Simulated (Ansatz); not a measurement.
# Al5HO8 (Akdalaite): the cost of one run

Program: Ansatz 0.2.0. Level of theory: DFT, PBE, plane-wave PAW, default files, scalar-relativistic, as far as a step names no other. These are calculated values, not measurements.

A COD entry behind a cell of this session may itself be a prediction, so a difference from it is no test against experiment.

## 1. The system as given

Symmetry: P6_3mc, No. 186, hexagonal system. Conventional cell: a = 5.615 Å, b = 5.615 Å, c = 8.824 Å, α = 90.00°, β = 90.00°, γ = 120.00°. Around Al (site symmetry m) lie 6 O at 1.85 to 1.97 Å. Al (site symmetry 3m) is surrounded by 6 O at 1.87 to 2.04 Å. Around Al (site symmetry 3m) lie 4 O at 1.81 to 1.83 Å. Around H (site symmetry 3m) lie 1 O at 0.98 Å. O (site symmetry m) is surrounded by 3 Al at 1.85 to 1.87 Å. O (site symmetry m) is surrounded by 4 Al at 1.81 to 2.04 Å. O (site symmetry 3m) has 1 H at 0.98 Å as nearest neighbours. O (site symmetry 3m) is surrounded by 4 Al at 1.83 to 1.90 Å.

Structure file:

```cif
data_structure
_symmetry_space_group_name_H-M 'P 1'
_symmetry_Int_Tables_number 1
_cell_length_a 5.6153
_cell_length_b 5.6153
_cell_length_c 8.8241
_cell_angle_alpha 90.000
_cell_angle_beta 90.000
_cell_angle_gamma 120.000
_cell_volume 240.96
loop_
_atom_site_label
_atom_site_type_symbol
_atom_site_fract_x
_atom_site_fract_y
_atom_site_fract_z
_atom_site_occupancy
Al1 Al 0.33139 0.16570 0.14208 1
Al2 Al 0.66861 0.83430 0.64208 1
Al3 Al 0.83430 0.16570 0.14208 1
Al4 Al 0.16570 0.83430 0.64208 1
Al5 Al 0.33333 0.66667 0.34776 1
Al6 Al 0.66667 0.33333 0.84776 1
Al7 Al 0.66667 0.33333 0.45941 1
Al8 Al 0.33333 0.66667 0.95941 1
Al9 Al 0.83430 0.66861 0.14208 1
Al10 Al 0.16570 0.33139 0.64208 1
H1 H 0.00000 0.00000 0.91316 1
H2 H 0.00000 0.00000 0.41316 1
O1 O 0.16579 0.83421 0.24443 1
O2 O 0.83421 0.16579 0.74443 1
O3 O 0.66842 0.83421 0.24443 1
O4 O 0.33158 0.16579 0.74443 1
O5 O 0.02893 0.51446 0.50659 1
O6 O 0.97107 0.48553 0.00659 1
O7 O 0.48553 0.51446 0.50659 1
O8 O 0.51446 0.48553 0.00659 1
O9 O 0.00000 0.00000 0.52416 1
O10 O 0.00000 0.00000 0.02416 1
O11 O 0.66667 0.33333 0.25229 1
O12 O 0.33333 0.66667 0.75229 1
O13 O 0.16579 0.33158 0.24443 1
O14 O 0.83421 0.66842 0.74443 1
O15 O 0.51446 0.02893 0.00659 1
O16 O 0.48553 0.97107 0.50659 1
```

## 2. Gradients at the starting positions

The input, input.yaml:

```yaml
crystal:
  lattice:
    - [5.6153273728, 0.0, 0.0]
    - [-2.8076636864, 4.8630161554, 0.0]
    - [0.0, 0.0, 8.8241]
  atoms:
    - { symbol: Al, position: [0.33139, 0.165695, 0.14208] }
    - { symbol: Al, position: [0.66861, 0.834305, 0.64208] }
    - { symbol: Al, position: [0.834305, 0.165695, 0.14208] }
    - { symbol: Al, position: [0.165695, 0.834305, 0.64208] }
    - { symbol: Al, position: [0.3333333333, 0.6666666667, 0.34776] }
    - { symbol: Al, position: [0.6666666667, 0.3333333333, 0.84776] }
    - { symbol: Al, position: [0.6666666667, 0.3333333333, 0.45941] }
    - { symbol: Al, position: [0.3333333333, 0.6666666667, 0.95941] }
    - { symbol: Al, position: [0.834305, 0.66861, 0.14208] }
    - { symbol: Al, position: [0.165695, 0.33139, 0.64208] }
    - { symbol: H, position: [0.0, 0.0, 0.91316] }
    - { symbol: H, position: [0.0, 0.0, 0.41316] }
    - { symbol: O, position: [0.16579, 0.83421, 0.24443] }
    - { symbol: O, position: [0.83421, 0.16579, 0.74443] }
    - { symbol: O, position: [0.66842, 0.83421, 0.24443] }
    - { symbol: O, position: [0.33158, 0.16579, 0.74443] }
    - { symbol: O, position: [0.02893, 0.514465, 0.50659] }
    - { symbol: O, position: [0.97107, 0.485535, 0.00659] }
    - { symbol: O, position: [0.485535, 0.514465, 0.50659] }
    - { symbol: O, position: [0.514465, 0.485535, 0.00659] }
    - { symbol: O, position: [0.0, 0.0, 0.52416] }
    - { symbol: O, position: [0.0, 0.0, 0.02416] }
    - { symbol: O, position: [0.6666666667, 0.3333333333, 0.25229] }
    - { symbol: O, position: [0.3333333333, 0.6666666667, 0.75229] }
    - { symbol: O, position: [0.16579, 0.33158, 0.24443] }
    - { symbol: O, position: [0.83421, 0.66842, 0.74443] }
    - { symbol: O, position: [0.514465, 0.02893, 0.00659] }
    - { symbol: O, position: [0.485535, 0.97107, 0.50659] }
kpoints:
  mp_grid: { grid: [4, 4, 3] }
scf:
  occupations: { method: fermi_dirac, width: 0.02 }
hamiltonian:
  xc: pbe
  pseudopotentials: { kind: paw }
output:
  forces: true
  stress: true
  populations: true
  efg:
    quadrupole_moments_barn: { Al: 0.1466, H: 0.00285783, O: -0.02558 }
    contact_densities: true
```

The run is started by

```console
$ ansatz run input.yaml --threads 1 --pin off --max-ram 2560MiB --backend cpu --events-out ev --progress --plain --runs-dir out
```

What time and memory should one allow on 1 thread of Arm Neoverse V1, shared host?

About 29 s, with a peak of 0.5 GiB.
